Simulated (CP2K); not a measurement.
# HfO2: atomic charges with SCAN

**The experiment to reproduce.**

“Temperature dependence of self-trapped exciton luminescence in nanostructured hafnia powder”, 2021, arxiv:2112.02602 quotes, for a bulk crystal of HfO2: band gap 5.54 eV (indirect).

Crystal: HfO2.

```
Hf O
1.0
     5.11800    0.00000    0.00000
     0.00000    5.18570    0.00000
    -0.85866    0.00000    5.21387
Hf O
4 8
Direct
  0.27550 0.46030 0.70800
  0.72450 0.96030 0.79200
  0.72450 0.53970 0.29200
  0.27550 0.03970 0.20800
  0.07420 0.16840 0.84670
  0.92580 0.66840 0.65330
  0.92580 0.83160 0.15330
  0.07420 0.33160 0.34670
  0.44870 0.74190 0.98010
  0.55130 0.24190 0.51990
  0.55130 0.25810 0.01990
  0.44870 0.75810 0.48010
```

```
Program                             : CP2K 2026.2
Task                                : atomic charges
Functional                          : SCAN
Potentials or basis                 : POTENTIAL_UZH Hf GTH-PBE-q12, O GTH-PBE-q6; DZVP-MOLOPT-PBE-GTH basis
Density cutoff                      : 11565 eV
k mesh                              : 4 × 4 × 4
Occupations                         : fermi-dirac, width 0.05 eV
Spin                                : no spin polarisation
SCF solver                          : diagonalisation with k points
Quickstep method                    : GPW
EPS_DEFAULT                         : 1.0E-10
EPS_SCF                             : 1.0E-6
MAX_SCF                             : 100
SCF_GUESS                           : ATOMIC
k points reduced by the point group : yes
Mesh centred on Gamma               : yes
CHOLESKY                            : OFF
EPS_EIGVAL                          : 1.0E-7
MIXING METHOD                       : BROYDEN_MIXING
MIXING ALPHA                        : 0.4
NBUFFER                             : 8
NGRIDS                              : 4
Basis sets                          : Hf DZVP-MOLOPT-PBE-GTH-q12, O DZVP-MOLOPT-PBE-GTH-q6
Potentials                          : Hf GTH-PBE-q12 of POTENTIAL_UZH, O GTH-PBE-q6 of POTENTIAL_UZH
ADDED_MOS                           : [42]
Hirshfeld SHAPE_FUNCTION            : DENSITY
VORONOI_RADII                       : UNITY
REL_CUTOFF (Ry)                     : 60 Ry
MIXING BETA (1/bohr)                : 1.5 1/bohr
CUTOFF of the grids                 : 850 Ry
```

```json
{
  "Pressure": "-3.5 GPa",
  "Largest force": "0.331 eV/Å",
  "Band gap on the k mesh": "4.68 eV, indirect (least direct gap 4.77 eV)",
  "Mulliken charges": "Hf +2.02; O -0.93, -1.08 e",
  "Hirshfeld charges": "Hf +0.70; O -0.36, -0.34 e",
  "Voronoi charges": "Hf +2.84; O -1.41, -1.43 e"
}
```

Forces in eV/Å, atoms in the order of the input:
```
Hf  -0.140  0.030 -0.061
Hf   0.140  0.030  0.061
Hf   0.140 -0.030  0.061
Hf  -0.140 -0.030 -0.061
O   -0.315 -0.099  0.022
O    0.315 -0.099 -0.022
O    0.315  0.099 -0.022
O   -0.315  0.099  0.022
O   -0.008  0.154 -0.075
O    0.008  0.154  0.075
O    0.008 -0.154  0.075
O   -0.008 -0.154 -0.075
```

Stress tensor (GPa, compression positive):
```
-3.35  0.00  0.52
 0.00 -4.41  0.00
 0.52  0.00 -2.81
```

Levels at points of the mesh, in eV from the valence-band top:
```tsv
k point	band 44	band 45	band 46	band 47	band 48	band 49	band 50	band 51	band 52	band 53
(0.00, 0.00, 0.00)	-1.00	-0.65	-0.64	-0.25	0.00	5.11	5.71	5.88	6.11	6.30
(0.00, 0.00, 0.50)	-1.06	-0.93	-0.93	-0.53	-0.53	5.36	5.36	5.84	5.84	6.77
(0.00, 0.50, 0.00)	-1.14	-0.84	-0.84	-0.49	-0.49	5.66	5.66	6.20	6.20	6.53
(0.00, 0.50, 0.50)	-1.06	-0.95	-0.95	-0.71	-0.71	5.55	5.55	5.74	5.74	6.53
(0.50, 0.00, 0.00)	-0.96	-0.80	-0.63	-0.55	-0.08	4.68	5.75	5.82	5.90	6.44
(0.50, 0.00, 0.50)	-1.40	-1.07	-1.07	-0.53	-0.53	4.99	4.99	6.14	6.14	6.35
(0.50, 0.50, 0.00)	-1.46	-1.01	-1.01	-0.63	-0.63	5.38	5.38	5.87	5.87	6.66
(0.50, 0.50, 0.50)	-1.24	-1.12	-1.12	-0.82	-0.82	5.16	5.16	5.89	5.89	6.28
```

It took 5.8 min on 1 thread of Arm Neoverse V2, with other jobs on the host, peak memory 1.1 GiB.

Against the measured gap of HfO2, 5.54 eV (indirect; quoted in “Temperature dependence of self-trapped exciton luminescence in nanostructured hafnia powder”, 2021, arxiv:2112.02602), the calculated 4.68 eV is off by -0.86 eV. Spin-orbit coupling on Hf is left out. The value is that of SCAN in an atomic basis (POTENTIAL_UZH Hf GTH-PBE-q12, O GTH-PBE-q6; DZVP-MOLOPT-PBE-GTH basis), whose error adds to the functional's, on a finite k mesh, which can miss the band edges, without temperature or zero-point motion.

Caveat: Mulliken charges move with the basis; the potentials were made for another functional, which shifts forces and pressure; spin-orbit coupling is left out, which moves the levels of the heavy elements; the basis of atomic orbitals isn't converged, which shifts pressures, moduli and gaps.
